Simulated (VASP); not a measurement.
# Te2Mo (Pm) in VASP: further runs

Runs on Te2Mo. Level: PBE. Tasks: atomic charges, electron localisation function.

Everything below comes from runs of VASP 6.6.1. Logs are shortened: lines on timing, memory, paths and dates and some standing lists are left out, and cuts for length are marked.

**1. The structure**

The structure is monoclinic, space group Pm (No. 6). The conventional cell has a = 6.346 Å, b = 3.494 Å, c = 14.866 Å, α = 90.00°, β = 92.12°, γ = 90.00°. Te (site symmetry m) is surrounded by 3 Mo at 2.82 to 2.84 Å. Te (site symmetry m) has 3 Mo at 2.82 to 2.84 Å as nearest neighbours. Around Te (site symmetry m) lie 3 Mo at 2.70 to 2.71 Å. Te (site symmetry m) is surrounded by 3 Mo at 2.70 to 2.71 Å. Te (site symmetry m) has 3 Mo at 2.70 to 2.71 Å as nearest neighbours. Te (site symmetry m) has 3 Mo at 2.70 to 2.71 Å as nearest neighbours. Te (site symmetry m) is surrounded by 3 Mo at 2.82 to 2.84 Å. Around Te (site symmetry m) lie 3 Mo at 2.82 to 2.84 Å.

The cell is a database's computed one.

**2. Atomic charges, PBE**

File INCAR:

```
PREC = Accurate ; ENCUT = 520
EDIFF = 1E-6 ; ISMEAR = 0
SIGMA = 0.02 ; LREAL = False
LASPH = True ; NELM = 100
ALGO = Normal ; ISIF = 2
LWAVE = False ; LCHARG = True
GGA = PE ; LORBIT = 11
LELF = True ; LVHAR = True
```

File KPOINTS:

```
regular mesh
0
Gamma
  3 6 2
```

File POSCAR:

```
Te2Mo
1.0
    6.3464495577      0.0000000000      0.0000000000
    0.0000000000      3.4942155400      0.0000000000
   -0.5490254083      0.0000000000     14.8561586148
Te Mo
8 4
Direct
    0.0630865700      0.5000000000      0.4013918100
    0.9362609700      0.0000000000      0.5989235800
    0.5672046900      0.0000000000      0.3620628100
    0.4325395100      0.5000000000      0.6382740100
    0.0910474500      0.0000000000      0.1379227500
    0.9094538900      0.5000000000      0.8617520200
    0.5810927600      0.5000000000      0.0985498300
    0.4193469800      0.0000000000      0.9011539900
    0.3196862200      0.0000000000      0.5068268200
    0.6797845000      0.5000000000      0.4935200200
    0.1814915000      0.5000000000      0.0065316300
    0.8190039500      0.0000000000      0.9930897200
```

Potentials or basis: VASP PAW PBE potentials, release 64 (Te, Mo_sv).

Command:

```sh
cat potpaw_PBE.64/Te/POTCAR potpaw_PBE.64/Mo_sv/POTCAR > POTCAR
mpirun -np 1 vasp_std > vasp.out
```

OUTCAR:

```text
PREC = Accurate
   ENCUT = 520
   EDIFF = 1E-6
   ISMEAR = 0
   LREAL = False
   LASPH = True
   NELM = 100
   ISIF = 2
   GGA = PE
   LORBIT = 11

 ion  position               nearest neighbor table
   1  0.063  0.500  0.401-   9 2.82   9 2.82  10 2.84   2 3.54   2 3.54   3 3.63   3 3.63
   2  0.936  0.000  0.599-  10 2.82  10 2.82   9 2.84   1 3.54   1 3.54   4 3.63   4 3.63
   3  0.567  0.000  0.362-  10 2.70  10 2.70   9 2.71   1 3.63   1 3.63
   4  0.433  0.500  0.638-   9 2.70   9 2.70  10 2.71   2 3.63   2 3.63
   5  0.091  0.000  0.138-  11 2.70  11 2.70  12 2.71   7 3.63   7 3.63
   6  0.909  0.500  0.862-  12 2.70  12 2.70  11 2.71   8 3.63   8 3.63
   7  0.581  0.500  0.099-  12 2.82  12 2.82  11 2.84   8 3.53   8 3.53   5 3.63   5 3.63
   8  0.419  0.000  0.901-  11 2.82  11 2.82  12 2.84   7 3.53   7 3.53   6 3.63   6 3.63
   9  0.320  0.000  0.507-   4 2.70   4 2.70   3 2.71   1 2.82   1 2.82   2 2.84  10 2.89  10 2.89

  10  0.680  0.500  0.494-   3 2.70   3 2.70   4 2.71   2 2.82   2 2.82   1 2.84   9 2.89   9 2.89

  11  0.181  0.500  0.007-   5 2.70   5 2.70   6 2.71   8 2.82   8 2.82   7 2.84  12 2.89  12 2.89

  12  0.819  0.000  0.993-   6 2.70   6 2.70   5 2.71   7 2.82   7 2.82   8 2.84  11 2.89  11 2.89

  LATTYP: Found a simple monoclinic cell.
 ALAT       =     6.3464495577
 B/A-ratio  =     0.5505780056
 C/A-ratio  =     2.3424593439
 COS(beta)  =    -0.0369308709

  Lattice vectors:

 A1 = (   6.3464495577,   0.0000000000,   0.0000000000)
 A2 = (   0.0000000000,   3.4942155400,   0.0000000000)
 A3 = (  -0.5490254083,   0.0000000000,  14.8561586148)

Analysis of symmetry for initial positions (statically):
=====================================================================
 Subroutine PRICEL returns:
 Original cell was already a primitive cell.

 Routine SETGRP: Setting up the symmetry group for a
 simple monoclinic supercell.

 Subroutine GETGRP returns: Found  2 space group operations
 (whereof  2 operations were pure point group operations)
 out of a pool of  4 trial point group operations.

The static configuration has the point symmetry C_1h.

Analysis of symmetry for dynamics (positions and initial velocities):
=====================================================================
 Subroutine PRICEL returns:
[... 144 lines left out ...]
   LORBIT       =     11    0 simple, 1 ext, 2 COOP (PROOUT), +10 PAW based schemes
   GGA     = PE    functional components
   LHFCALC =     F    Hartree Fock is set to
   AEXX    =    0.0000 exact exchange contribution
   IVDW    =     0    specifies the selected vdW correction
   LEPSILON=     F    determine dielectric tensor
   LRPA    =     F    only Hartree local field effects (RPA)
 non-spin polarized calculation
 Gauss-broadening in eV      SIGMA  =   0.02
  energy-cutoff  :      520.00
  volume of cell :      329.45
 maximum number of plane-waves:      8931
 NGX is ok and might be reduce to    48
   NGX = 23   NGY = 13   NGZ = 55

 number of electron     103.9999995 magnetization

 Free energy of the ion-electron system (eV)
  ---------------------------------------------------
  ext. energy  EPLUGINS =         0.00000000
  ---------------------------------------------------
  free energy    TOTEN  =       -71.97293781 eV

  energy without entropy =      -71.97288058  energy(sigma->0) =      -71.97290920

 E-fermi :   7.1277     XC(G=0):  -9.8581

 val. band max:        7.0926784590   @ k =   0.0000   0.1667   0.5000
 cond. band min:       7.1589518411   @ k =   0.0000   0.0000   0.0000
 fundamental gap:      0.0662733821
 Fermi energy:         7.1276774134

 k-point     1 :       0.0000    0.0000    0.0000
  band No.  band energies     occupation
      1     -53.9096      2.00000
      2     -53.8975      2.00000
      3     -53.8505      2.00000
      4     -53.8385      2.00000
      5     -28.1553      2.00000
      6     -28.1428      2.00000
[... 1029 lines left out ...]
     61       9.1115      0.00000
     62       9.1117      0.00000

------------------------ aborting loop because EDIFF is reached ----------------------------------------

  FORCE on cell =-STRESS in cart. coord.  units (eV):
  Direction    XX          YY          ZZ          XY          YZ          ZX
  --------------------------------------------------------------------------------------
  -------------------------------------------------------------------------------------
  Total        1.6664782     -0.2827670      2.4915965      0.0000000      0.0000000     -0.0063793
  in kB        8.1044428     -1.3751567     12.1171714      0.0000000      0.0000000     -0.0310238
  external PRESSURE =       6.2821525 kB  Pullay stress =       0.0000000 kB

 VOLUME and BASIS-vectors are now :
 -----------------------------------------------------------------------------
  energy-cutoff  :      520.00
  volume of cell :      329.45
      direct lattice vectors                 reciprocal lattice vectors
     6.346449558  0.000000000  0.000000000     0.157568415  0.000000000  0.005823111
     0.000000000  3.494215540  0.000000000     0.000000000  0.286187268  0.000000000
    -0.549025408  0.000000000 14.856158615     0.000000000  0.000000000  0.067312152

 POSITION                                       TOTAL-FORCE (eV/Angst)
 -----------------------------------------------------------------------------------
      0.18000      1.74711      5.96314        -0.070637      0.000000     -0.035321
      5.61311      0.00000      8.89770         0.080588      0.000000      0.036547
      3.40095      0.00000      5.37886         0.035525      0.000000     -0.212881
      2.39466      1.74711      9.48230        -0.046215      0.000000      0.214057
      0.50210      0.00000      2.04900         0.035851      0.000000      0.220338
      5.29868      1.74711     12.80232        -0.037389      0.000000     -0.229657
      3.63377      1.74711      1.46407        -0.083658      0.000000      0.040043
      2.16661      0.00000     13.38769         0.087781      0.000000     -0.045294
      1.75061      0.00000      7.52950        -0.007299      0.000000     -0.086187
      4.04326      1.74711      7.33181         0.008197      0.000000      0.081926
      1.14824      1.74711      0.09703         0.007641      0.000000     -0.072703
      4.65254      0.00000     14.75350        -0.010386      0.000000      0.089132
 -----------------------------------------------------------------------------------
    total drift:                               -0.000500     -0.000000     -0.000030

  FREE ENERGIE OF THE ION-ELECTRON SYSTEM (eV)
  ---------------------------------------------------
  free  energy   TOTEN  =       -71.9729378135 eV

  energy  without entropy=      -71.9728805778  energy(sigma->0) =      -71.97290920

 total charge

# of ion       s       p       d       tot
------------------------------------------
    1        1.387   1.933   0.051   3.370
    2        1.387   1.933   0.051   3.370
    3        1.391   1.967   0.059   3.417
    4        1.391   1.967   0.059   3.417
    5        1.392   1.967   0.059   3.418
    6        1.392   1.967   0.059   3.418
    7        1.386   1.933   0.051   3.371
    8        1.386   1.934   0.051   3.371
    9        2.274   6.157   3.949  12.379
   10        2.274   6.157   3.949  12.380
   11        2.274   6.157   3.949  12.380
   12        2.274   6.157   3.950  12.381
--------------------------------------------------
tot         20.206  40.229  16.237  76.673
```

OSZICAR:

```text
N       E                     dE             d eps       ncg     rms          rms(c)
DAV:   1     0.852132997278E+03    0.85213E+03   -0.53283E+04  2344   0.149E+03
DAV:   2    -0.130954836878E+02   -0.86523E+03   -0.84423E+03  2450   0.345E+02
DAV:   3    -0.720407871265E+02   -0.58945E+02   -0.57474E+02  2404   0.756E+01
DAV:   4    -0.744724928743E+02   -0.24317E+01   -0.24083E+01  2496   0.140E+01
DAV:   5    -0.745665599604E+02   -0.94067E-01   -0.93920E-01  2718   0.284E+00    0.297E+01
DAV:   6    -0.728812622307E+02    0.16853E+01   -0.12733E+01  2438   0.137E+01    0.116E+01
DAV:   7    -0.728746804216E+02    0.65818E-02   -0.12316E+01  2428   0.108E+01    0.838E+00
DAV:   8    -0.719687201019E+02    0.90596E+00   -0.33937E+00  2470   0.644E+00    0.457E+00
DAV:   9    -0.719883853024E+02   -0.19665E-01   -0.57952E-01  2574   0.242E+00    0.212E+00
DAV:  10    -0.719740315798E+02    0.14354E-01   -0.96384E-02  2436   0.123E+00    0.103E+00
DAV:  11    -0.719752821047E+02   -0.12505E-02   -0.49766E-02  2616   0.792E-01    0.713E-01
DAV:  12    -0.719731994626E+02    0.20826E-02   -0.11586E-02  2574   0.429E-01    0.466E-01
DAV:  13    -0.719731566203E+02    0.42842E-04   -0.17133E-03  2586   0.175E-01    0.355E-01
DAV:  14    -0.719729986756E+02    0.15794E-03   -0.45652E-04  2532   0.111E-01    0.260E-01
DAV:  15    -0.719729576846E+02    0.40991E-04   -0.16096E-04  2570   0.646E-02    0.205E-01
DAV:  16    -0.719729413172E+02    0.16367E-04   -0.10257E-04  2198   0.399E-02    0.841E-02
DAV:  17    -0.719729387358E+02    0.25813E-05   -0.19450E-05  2512   0.134E-02    0.722E-02
DAV:  18    -0.719729378135E+02    0.92231E-06   -0.51651E-06  1914   0.103E-02
   1 F= -.71972938E+02 E0= -.71972909E+02  d E =-.572357E-04
```

stdout:

```text
POSCAR found type information on POSCAR TeMo
 POSCAR found :  2 types and      12 ions
 scaLAPACK will be used
 LDA part: xc-table for (Slater+PW92), standard interpolation
 POSCAR, INCAR and KPOINTS ok, starting setup
 FFT: planning ... GRIDC
 FFT: planning ... GRID_SOFT
 FFT: planning ... GRID
 WAVECAR not read
 entering main loop
```

Run time: 3.8 min. Hardware: 1 thread of Intel Xeon 6975P-C (Granite Rapids), shared host; peak memory 0.53 GiB.

What came out:

| Property | Result |
| --- | --- |
| Free energy | -71.9729 eV |
| Pressure | 0.6 GPa |
| Largest force | 0.233 eV/Å |
| Band gap on the k mesh | none (metal or under the smearing width) |
| Valence electrons inside the program's atomic spheres | Te 3.37, 3.42; Mo 12.38 |

Forces in eV/Å, atoms in the order of the input:
```
Te  -0.071  0.000 -0.035
Te   0.081  0.000  0.037
Te   0.036  0.000 -0.213
Te  -0.046  0.000  0.214
Te   0.036  0.000  0.220
Te  -0.037  0.000 -0.230
Te  -0.084  0.000  0.040
Te   0.088  0.000 -0.045
Mo  -0.007  0.000 -0.086
Mo   0.008  0.000  0.082
Mo   0.008  0.000 -0.073
Mo  -0.010  0.000  0.089
```

Caveat: this functional lacks dispersion, which binds the layers, so the pressure and a relaxed spacing across them are unreliable. Spin-orbit coupling is left out, which matters for the levels of Te.

**3. Electron localisation function, PBE**

File INCAR:

```
  PREC = Accurate
  ENCUT = 520
  EDIFF = 1E-6
  ISMEAR = 0
  SIGMA = 0.02
  LREAL = False
  LASPH = True
  NELM = 100
  ALGO = Normal
  ISIF = 2
  LWAVE = False
  LCHARG = True
  GGA = PE
  LELF = True
```

File KPOINTS:

```
Automatic mesh
0
Gamma
  3 6 2
```

POSCAR is that of step 2.

Potentials or basis: VASP PAW PBE potentials, release 64 (Te, Mo_sv).

Command:

```sh
cat potpaw_PBE.64/Te/POTCAR potpaw_PBE.64/Mo_sv/POTCAR > POTCAR
mpirun -np 1 vasp_std > vasp.out
```

Run time: 3.7 min. Hardware: 1 thread of Intel Xeon 6975P-C (Granite Rapids), shared host; peak memory 0.51 GiB.

Results (log left out):

```yaml
Free_energy: -71.9729 eV
Pressure: 0.6 GPa
Largest_force: 0.233 eV/Å
Band_gap_on_the_k_mesh: none (metal or under the smearing width)
```

Forces in eV/Å, atoms in the order of the input:
```
Te  -0.071  0.000 -0.035
Te   0.081  0.000  0.037
Te   0.036  0.000 -0.213
Te  -0.046  0.000  0.214
Te   0.036  0.000  0.220
Te  -0.037  0.000 -0.230
Te  -0.084  0.000  0.040
Te   0.088  0.000 -0.045
Mo  -0.007  0.000 -0.086
Mo   0.008  0.000  0.082
Mo   0.008  0.000 -0.073
Mo  -0.010  0.000  0.089
```

Stress tensor (GPa, compression positive):
```
 0.81  0.00  0.00
 0.00 -0.14  0.00
 0.00  0.00  1.21
```

Levels at points of the mesh, in eV from the Fermi level:
| k point | band 48 | band 49 | band 50 | band 51 | band 52 | band 53 | band 54 | band 55 | band 56 | band 57 |
| --- | --- | --- | --- | --- | --- | --- | --- | --- | --- | --- |
| (0.00, 0.00, 0.00) | -0.62 | -0.34 | -0.15 | 0.03 | 0.12 | 0.60 | 0.77 | 1.03 | 1.06 | 1.36 |
| (0.00, 0.50, 0.00) | -1.61 | -1.42 | -1.42 | -1.42 | -1.42 | 1.11 | 1.11 | 1.16 | 1.17 | 1.32 |
| (0.00, 0.00, 0.50) | -0.64 | -0.21 | -0.20 | 0.07 | 0.08 | 0.64 | 0.67 | 1.04 | 1.05 | 1.64 |
| (0.00, 0.50, 0.50) | -1.60 | -1.45 | -1.45 | -1.42 | -1.42 | 1.12 | 1.12 | 1.15 | 1.15 | 1.34 |

Caveat: this functional lacks dispersion, which binds the layers, so the pressure and a relaxed spacing across them are unreliable.
